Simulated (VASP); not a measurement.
# I (Cmc2_1) in VASP: a series of runs, part 2 of 2

VASP 6.6.1. Earlier steps stand in the parts before.

## (3) Relaxation of cell and atoms, PBE, target pressure 17 GPa, at which the enthalpy is minimised

This run uses another cell than the first one, of 27.44 Å³/atom, 1.020 times its volume.

The input, INCAR:

```
SYSTEM = I
PREC = Accurate
ENCUT = 600
EDIFF = 1E-7
ISMEAR = 0
SIGMA = 0.03
LREAL = .False.
LASPH = .True.
NELM = 80
ALGO = Normal
ISIF = 3
LWAVE = .False.
LCHARG = .False.
GGA = PE
IBRION = 2
NSW = 90
EDIFFG = -0.005
PSTRESS = 170.0
KPAR = 2
```

The input, KPOINTS:

```
regular mesh
0
Gamma
  8 8 4
  0 0 0
```

The input, POSCAR:

```
I                                       
1.0
    3.0126823980     -1.9964006051      0.0000000000
    3.0126823980      1.9964006051      0.0000000000
    0.0000000000      0.0000000000      9.1256156591
  I             
     4
Direct
     0.5678719228041723    0.4321280771958273    0.2631274557383109
     0.4321280771958273    0.5678719228041723    0.7631274557383106
     0.9999142080206593    0.0000857919793406    0.5130625442616891
     0.0000857919793406    0.9999142080206593    0.0130625442616889
```

Potentials or basis: VASP PAW PBE potentials, release 64 (I).

On the command line:

```console
> cat potpaw_PBE.64/I/POTCAR > POTCAR
> mpirun -np 2 vasp_std > vasp.out
```

OUTCAR:

```text
SYSTEM = I
   PREC = Accurate
   ENCUT = 600
   EDIFF = 1E-7
   ISMEAR = 0
   LREAL = .False.
   LASPH = .True.
   NELM = 80
   ISIF = 3
   GGA = PE
   IBRION = 2
   NSW = 90
   EDIFFG = -0.005
   PSTRESS = 170.0

 ion  position               nearest neighbor table
   1  0.568  0.432  0.263-   3 2.86   4 2.86   3 3.22   4 3.22
   2  0.432  0.568  0.763-   4 2.86   3 2.86   4 3.22   3 3.22
   3  1.000  0.000  0.513-   1 2.86   2 2.86   1 3.22   2 3.22
   4  0.000  1.000  0.013-   2 2.86   1 2.86   2 3.22   1 3.22

  LATTYP: Found a base centered orthorhombic cell.
 ALAT       =     3.9928012102
 B/A-ratio  =     1.5090570451
 C/A-ratio  =     2.2855171542

  Lattice vectors:

 A1 = (  -3.0126823980,  -1.9964006051,   0.0000000000)
 A2 = (   3.0126823980,  -1.9964006051,   0.0000000000)
 A3 = (   0.0000000000,   0.0000000000,   9.1256156591)

Analysis of symmetry for initial positions (statically):
=====================================================================
 Subroutine PRICEL returns:
 Original cell was already a primitive cell.

[... 183 lines left out ...]
  Direction    XX          YY          ZZ          XY          YZ          ZX
  --------------------------------------------------------------------------------------
  -------------------------------------------------------------------------------------
  Total       11.6450086     11.6685456     11.6715651      0.0000000      0.0000000      0.0000000
  in kB      169.9640935    170.3076270    170.3516984      0.0000000      0.0000000      0.0000000
  external PRESSURE =       0.2078063 kB  Pullay stress =     170.0000000 kB
[... 267 lines left out ...]
--------------------------------------- Ionic step        8  -------------------------------------------

 number of electron      28.0000001 magnetization

 Free energy of the ion-electron system (eV)
  ---------------------------------------------------
  ext. energy  EPLUGINS =         0.00000000
  ---------------------------------------------------
  free energy    TOTEN  =        -3.91541397 eV

  energy without entropy =       -3.91539430  energy(sigma->0) =       -3.91540414

 E-fermi :   8.2253     XC(G=0): -10.1703

 val. band max:        8.1656228763   @ k =  -0.2500   0.1250   0.2500
 cond. band min:       8.2800212555   @ k =   0.5000   0.3750   0.0000
 fundamental gap:      0.1143983792
 Fermi energy:         8.2252711051

 k-point     1 :       0.0000    0.0000    0.0000
  band No.  band energies     occupation
      1      -7.6489      2.00000
      2      -6.0928      2.00000
      3      -6.0643      2.00000
      4      -3.1012      2.00000
      5       1.6091      2.00000
      6       4.6999      2.00000
[... 481 lines left out ...]
      5       1.9915      2.00000
      6       2.6048      2.00000
[... 10 lines left out ...]
     17      13.5676      0.00000
     18      13.6308      0.00000

 [... further k-points ...]

------------------------ aborting loop because EDIFF is reached ----------------------------------------

  FORCE on cell =-STRESS in cart. coord.  units (eV):
  Direction    XX          YY          ZZ          XY          YZ          ZX
  --------------------------------------------------------------------------------------
  -------------------------------------------------------------------------------------
  Total       11.6517818     11.6473953     11.6401192      0.0000000      0.0000000      0.0000000
  in kB      170.0491460    169.9851286    169.8789388      0.0000000      0.0000000      0.0000000
  external PRESSURE =      -0.0289289 kB  Pullay stress =     170.0000000 kB
[... 23 lines left out ...]
  energy  without entropy=       -3.9153942983  energy(sigma->0) =       -3.91540414

  enthalpy is  TOTEN    =         7.7330003660 eV   P V=       11.6484143385

 reached required accuracy - stopping structural energy minimisation
```

OSZICAR:

```text
N       E                     dE             d eps       ncg     rms          rms(c)
DAV:   1     0.172146571772E+03    0.17215E+03   -0.12472E+04  2268   0.147E+03
[... 46 lines left out ...]
   7 F= 0.77330046E+01 E0= 0.77330135E+01  d E =-.501364E-05
       N       E                     dE             d eps       ncg     rms          rms(c)
DAV:   1    -0.391541638242E+01    0.22329E-02   -0.43096E-04  2306   0.108E-01    0.151E-02
DAV:   2    -0.391541515847E+01    0.12240E-05   -0.20257E-05  2426   0.271E-02    0.664E-03
DAV:   3    -0.391541406012E+01    0.10983E-05   -0.17030E-06  2450   0.687E-03    0.357E-03
DAV:   4    -0.391541394287E+01    0.11726E-06   -0.23265E-07  1266   0.260E-03    0.385E-03
DAV:   5    -0.391541397247E+01   -0.29605E-07   -0.15282E-07  1202   0.222E-03
   8 F= 0.77330004E+01 E0= 0.77330102E+01  d E =-.423781E-05
```

It took 2.2 min on 2 MPI ranks of AMD EPYC 9R45 (Zen 5), shared host; peak memory 0.3 GiB.

Results:

```
Free energy                                            : -3.9154 eV
Energy change on relaxing (the enthalpy is what falls) : -0.2 meV/atom
Ionic steps                                            : 8
Pressure after relaxing                                : 17.0 GPa
Largest force after relaxing                           : 0.004 eV/Å
Band gap on the k mesh                                 : 0.11 eV, indirect (least direct gap 0.66 eV)
```

Forces in eV/Å, atoms in the order of the input:
```
I    0.000  0.003  0.002
I    0.000 -0.003  0.002
I    0.000  0.000 -0.002
I    0.000  0.000 -0.002
```

Step by step:
```
step  energy change (eV)  largest force (eV/Å)  pressure (GPa)  volume (Å³)
   1              0.0000                0.0088           17.02       109.77
   2             -0.0060                0.0022           16.95       109.83
   3             -0.0028                0.0056           16.99       109.80
   4             -0.0031                0.0052           16.99       109.80
   5             -0.0046                0.0037           16.97       109.82
   6             -0.0034                0.0049           16.97       109.80
   7             -0.0032                0.0052           16.98       109.80
   8             -0.0010                0.0038           17.00       109.78
```

Final structure:
```xyz
4
Lattice="3.0122 -1.9967 0.0000 3.0122 1.9967 0.0000 0.0000 0.0000 9.1265" Properties=species:S:1:pos:R:3 pbc="T T T"
I     3.0122   -0.2705    2.4011
I     3.0122    0.2705    6.9643
I     3.0122   -1.9963    4.6828
I     3.0122    1.9963    0.1196
```

Levels at points of the mesh, in eV from the valence-band top:
```csv
k point,band 10,band 11,band 12,band 13,band 14,band 15,band 16,band 17,band 18
"(0.00, 0.00, 0.00)",-1.58,-0.48,-0.21,-0.17,-0.15,1.53,2.43,3.47,5.68
"(0.50, 0.00, 0.00)",-3.20,-1.93,-1.66,-1.45,-1.24,2.36,2.57,4.33,4.42
"(0.50, 0.50, 0.00)",-3.06,-2.80,-2.54,-2.33,-1.79,0.44,1.30,2.77,3.81
"(0.00, 0.00, 0.50)",-0.37,-0.28,-0.28,-0.13,-0.13,1.27,1.27,4.36,4.36
"(0.50, 0.00, 0.50)",-2.12,-1.88,-1.88,-0.03,-0.03,0.63,0.63,5.06,5.06
"(0.50, 0.50, 0.50)",-3.57,-3.07,-3.07,-1.59,-1.59,0.18,0.18,4.04,4.04
```

Caveat: the cell is relaxed towards a set pressure, so the enthalpy falls and the energy may rise; spin-orbit coupling is left out, which moves the levels of the heavy elements.

## (4) Relaxation of cell and atoms, r2SCAN, target pressure 17 GPa, at which the enthalpy is minimised

The input, INCAR:

```
SYSTEM = I
  PREC = Accurate
  ENCUT = 600
  EDIFF = 1E-6
  ISMEAR = 0
  SIGMA = 0.03
  LREAL = .False.
  LASPH = .True.
  NELM = 80
  ALGO = Normal
  ISIF = 3
  LWAVE = .False.
  LCHARG = .False.
  METAGGA = R2SCAN
  LMIXTAU = .True.
  IBRION = 2
  NSW = 90
  EDIFFG = -0.01
  PSTRESS = 170.0
  KPAR = 2
```

The input, KPOINTS:

```
Automatic mesh
0
Gamma
  8 8 4
  0 0 0
```

The input, POSCAR:

```
I
1.0
    2.9540000000     -2.0027500000      0.0000000000
    2.9540000000      2.0027500000      0.0000000000
    0.0000000000      0.0000000000      9.0992000000
I
4
Direct
    0.5701000000      0.4299000000      0.2644600000
    0.4299000000      0.5701000000      0.7644600000
    0.9613000000      0.0387000000      0.5117300000
    0.0387000000      0.9613000000      0.0117300000
```

On the command line:

```console
> cat potpaw_PBE.64/I/POTCAR > POTCAR
> mpirun -np 2 vasp_std > vasp.out
```

It took 64 min on 2 MPI ranks of Intel Xeon Platinum 8488C (Sapphire Rapids), shared host; peak memory 0.37 GiB.

The run converged. Its results:

```yaml
Free_energy: -96.2296 eV
Relaxed_volume: 27.84 Å³/atom
Relaxed_cell: a = 3.637 Å, b = 3.637 Å, c = 9.131 Å, α = 90.00°, β = 90.00°, γ = 67.26°
Space_group_after_relaxing_to_0.05_Å: Cmcm (No. 63)
Energy_change_on_relaxing_the_enthalpy_is_what_falls: -111.1 meV/atom
Ionic_steps: 35
Pressure_after_relaxing: 17.0 GPa
Largest_force_after_relaxing: 0.009 eV/Å
Band_gap_on_the_k_mesh: 0.36 eV, indirect (least direct gap 0.91 eV)
```

Forces on the atoms (eV/Å):
```
I    0.000 -0.002 -0.001
I    0.000  0.002 -0.001
I    0.000 -0.009  0.001
I    0.000  0.009  0.001
```

The path:
```csv
step,energy change (eV),largest force (eV/Å),pressure (GPa),volume (Å³)
1,0.0000,0.1249,20.11,107.66
2,-0.8622,0.1805,12.95,116.00
3,-0.4150,0.0250,16.72,111.24
4,-0.4512,0.0739,17.08,111.52
5,-0.4449,0.0616,16.98,111.45
6,-0.4429,0.0528,16.98,111.43
7,-0.4378,0.0444,16.96,111.37
8,-0.4254,0.0731,16.95,111.26
9,-0.4328,0.0499,16.95,111.32
10,-0.4088,0.0269,17.15,111.09
11,-0.4140,0.0241,17.10,111.14
12,-0.4438,0.0451,16.80,111.42
13,-0.4270,0.0260,16.97,111.26
14,-0.4289,0.0268,16.96,111.28
15,-0.4346,0.0291,16.94,111.33
16,-0.4457,0.0323,16.90,111.42
17,-0.4665,0.0199,16.92,111.61
18,-0.4665,0.0190,16.92,111.61
19,-0.4666,0.0199,16.92,111.60
20,-0.4666,0.0158,16.93,111.60
21,-0.4665,0.0140,16.94,111.60
22,-0.4653,0.0302,17.01,111.58
23,-0.4660,0.0151,16.98,111.59
24,-0.4658,0.0191,16.99,111.59
25,-0.4654,0.0120,16.95,111.58
26,-0.4635,0.0110,16.86,111.56
27,-0.4631,0.0138,16.83,111.55
28,-0.4476,0.0095,16.95,111.41
29,-0.4286,0.0091,17.11,111.23
30,-0.4289,0.0093,17.11,111.23
31,-0.4298,0.0094,17.09,111.23
32,-0.4301,0.0094,17.08,111.24
33,-0.4482,0.0087,16.95,111.41
34,-0.4442,0.0088,16.97,111.37
35,-0.4442,0.0086,17.00,111.37
```

Final structure:
```cif
data_structure
_symmetry_space_group_name_H-M 'P 1'
_symmetry_Int_Tables_number 1
_cell_length_a 3.6367
_cell_length_b 3.6367
_cell_length_c 9.1306
_cell_angle_alpha 90.000
_cell_angle_beta 90.000
_cell_angle_gamma 67.256
_cell_volume 111.37
loop_
_atom_site_label
_atom_site_type_symbol
_atom_site_fract_x
_atom_site_fract_y
_atom_site_fract_z
_atom_site_occupancy
I1 I 0.57903 0.42097 0.26328 1
I2 I 0.42097 0.57903 0.76328 1
I3 I 0.99478 0.00522 0.51291 1
I4 I 0.00522 0.99478 0.01291 1
```

Levels at points of the mesh, in eV from the valence-band top:
| k point | band 10 | band 11 | band 12 | band 13 | band 14 | band 15 | band 16 | band 17 | band 18 |
| --- | --- | --- | --- | --- | --- | --- | --- | --- | --- |
| (0.00, 0.00, 0.00) | -1.65 | -0.63 | -0.33 | -0.25 | -0.18 | 1.62 | 2.66 | 4.05 | 6.25 |
| (0.50, 0.00, 0.00) | -3.20 | -2.04 | -1.70 | -1.48 | -1.21 | 2.54 | 2.84 | 4.89 | 5.01 |
| (0.50, 0.50, 0.00) | -3.14 | -2.81 | -2.61 | -2.28 | -1.77 | 0.60 | 1.53 | 3.34 | 4.39 |
| (0.00, 0.00, 0.50) | -0.52 | -0.45 | -0.45 | -0.19 | -0.19 | 1.57 | 1.57 | 5.01 | 5.01 |
| (0.50, 0.00, 0.50) | -2.22 | -1.89 | -1.89 | -0.01 | -0.01 | 0.90 | 0.90 | 5.62 | 5.62 |
| (0.50, 0.50, 0.50) | -3.52 | -3.04 | -3.04 | -1.75 | -1.75 | 0.46 | 0.46 | 4.65 | 4.65 |

Caveat: the cell is relaxed towards a set pressure, so the enthalpy falls and the energy may rise; the PAW data sets were made with another functional, which shifts forces and pressure a little; spin-orbit coupling is left out, which moves the levels of the heavy elements.

## (5) Relaxation of cell and atoms, r2SCAN, target pressure 17 GPa, at which the enthalpy is minimised

This run uses another cell than the first one, of 27.84 Å³/atom, 1.034 times its volume.

INCAR: that of step 4 with these lines changed.

```diff
@@ -3,3 +3,3 @@
   ENCUT = 600
-  EDIFF = 1E-6
+  EDIFF = 1E-7
   ISMEAR = 0
@@ -17,3 +17,3 @@
   NSW = 90
-  EDIFFG = -0.01
+  EDIFFG = -0.005
   PSTRESS = 170.0
```

KPOINTS is that of step 4.

The input, POSCAR:

```
I                                       
1.0
    3.0281360774     -2.0140077985      0.0000000000
    3.0281360774      2.0140077985      0.0000000000
    0.0000000000      0.0000000000      9.1305607212
  I             
     4
Direct
     0.5790270768991385    0.4209729231008616    0.2632763683730535
     0.4209729231008616    0.5790270768991385    0.7632763683730535
     0.9947782843894758    0.0052217156105245    0.5129136316269463
     0.0052217156105245    0.9947782843894758    0.0129136316269462
```

Potentials or basis: VASP PAW PBE potentials, release 64 (I).

On the command line:

```console
> cat potpaw_PBE.64/I/POTCAR > POTCAR
> mpirun -np 2 vasp_std > vasp.out
```

OUTCAR:

```text
SYSTEM = I
   PREC = Accurate
   ENCUT = 600
   EDIFF = 1E-7
   ISMEAR = 0
   LREAL = .False.
   LASPH = .True.
   NELM = 80
   ISIF = 3
   METAGGA = R2SCAN
   IBRION = 2
   NSW = 90
   EDIFFG = -0.005
   PSTRESS = 170.0

 ion  position               nearest neighbor table
   1  0.579  0.421  0.263-   3 2.83   4 2.86   4 3.25   3 3.28
   2  0.421  0.579  0.763-   4 2.83   3 2.86   3 3.25   4 3.28
   3  0.995  0.005  0.513-   1 2.83   2 2.86   2 3.25   1 3.28
   4  0.005  0.995  0.013-   2 2.83   1 2.86   1 3.25   2 3.28

  LATTYP: Found a base centered orthorhombic cell.
 ALAT       =     4.0280155970
 B/A-ratio  =     1.5035374141
 C/A-ratio  =     2.2667639937

  Lattice vectors:

[... 393 lines left out ...]
  ext. energy  EPLUGINS =         0.00000000
  ---------------------------------------------------
  free energy    TOTEN  =       -96.23181779 eV

  energy without entropy =      -96.23181779  energy(sigma->0) =      -96.23181779

 E-fermi :   7.8924     XC(G=0): -10.5444

 val. band max:        7.7401220071   @ k =  -0.2500   0.1250   0.2500
 cond. band min:       8.1046353283   @ k =   0.5000   0.3750   0.0000
 fundamental gap:      0.3645133212
 Fermi energy:         7.8923564639

 k-point     1 :       0.0000    0.0000    0.0000
  band No.  band energies     occupation
      1      -8.5553      2.00000
      2      -6.9316      2.00000
      3      -6.8837      2.00000
      4      -3.7430      2.00000
      5       0.9681      2.00000
      6       4.1046      2.00000
[... 481 lines left out ...]
      5       1.3472      2.00000
      6       2.1032      2.00000
[... 10 lines left out ...]
     17      13.7077      0.00000
     18      13.8067      0.00000

 [... further k-points ...]

------------------------ aborting loop because EDIFF is reached ----------------------------------------

  FORCE on cell =-STRESS in cart. coord.  units (eV):
  Direction    XX          YY          ZZ          XY          YZ          ZX
  --------------------------------------------------------------------------------------
  -------------------------------------------------------------------------------------
  Total       11.8205353     11.8124044     11.8184441      0.0000000      0.0000000      0.0000000
  in kB      170.0365261    169.9195652    170.0064454      0.0000000      0.0000000      0.0000000
  external PRESSURE =      -0.0124878 kB  Pullay stress =     170.0000000 kB
[... 23 lines left out ...]
  energy  without entropy=      -96.2318177891  energy(sigma->0) =      -96.23181779

  enthalpy is  TOTEN    =       -84.4138217396 eV   P V=       11.8179960494

 reached required accuracy - stopping structural energy minimisation
```

Run time: 59 min. Hardware: 2 MPI ranks of Intel Xeon Platinum 8488C (Sapphire Rapids), shared host; peak memory 0.33 GiB.

What came out:

| Item | Value |
| --- | --- |
| Free energy | -96.2318 eV |
| Energy change on relaxing (the enthalpy is what falls) | -0.3 meV/atom |
| Ionic steps | 22 |
| Pressure after relaxing | 17.0 GPa |
| Band gap on the k mesh | 0.36 eV, indirect (least direct gap 0.92 eV) |

The path:
```tsv
step	energy change (eV)	largest force (eV/Å)	pressure (GPa)	volume (Å³)
1	0.0000	0.0088	17.00	111.37
2	0.0008	0.0086	17.00	111.36
3	0.0016	0.0079	17.00	111.35
4	0.0021	0.0079	17.00	111.35
5	0.0036	0.0070	17.01	111.33
6	0.0067	0.0076	17.05	111.31
7	0.0128	0.0064	17.11	111.25
8	0.0105	0.0069	17.09	111.27
9	0.0101	0.0065	17.09	111.27
10	0.0091	0.0058	17.08	111.28
11	0.0071	0.0059	17.06	111.30
12	0.0030	0.0055	17.03	111.34
13	-0.0051	0.0072	16.97	111.42
14	-0.0018	0.0064	17.00	111.38
15	-0.0014	0.0063	17.00	111.38
16	-0.0016	0.0064	17.00	111.38
17	-0.0020	0.0064	17.00	111.39
18	-0.0028	0.0064	17.00	111.39
19	-0.0043	0.0067	17.00	111.41
20	-0.0044	0.0054	16.99	111.41
21	-0.0046	0.0014	16.97	111.41
22	-0.0013	0.0016	17.00	111.38
```

Final structure:
```
I
1.0
     3.02739   -2.01433    0.00000
     3.02739    2.01433    0.00000
     0.00000    0.00000    9.13221
I
4
Direct
  0.57962 0.42038 0.26312
  0.42038 0.57962 0.76312
  0.99931 0.00069 0.51307
  0.00069 0.99931 0.01307
```

Caveat: the cell is relaxed towards a set pressure, so the enthalpy falls and the energy may rise; the PAW data sets were made with another functional, which shifts forces and pressure a little; spin-orbit coupling is left out, which moves the levels of the heavy elements.
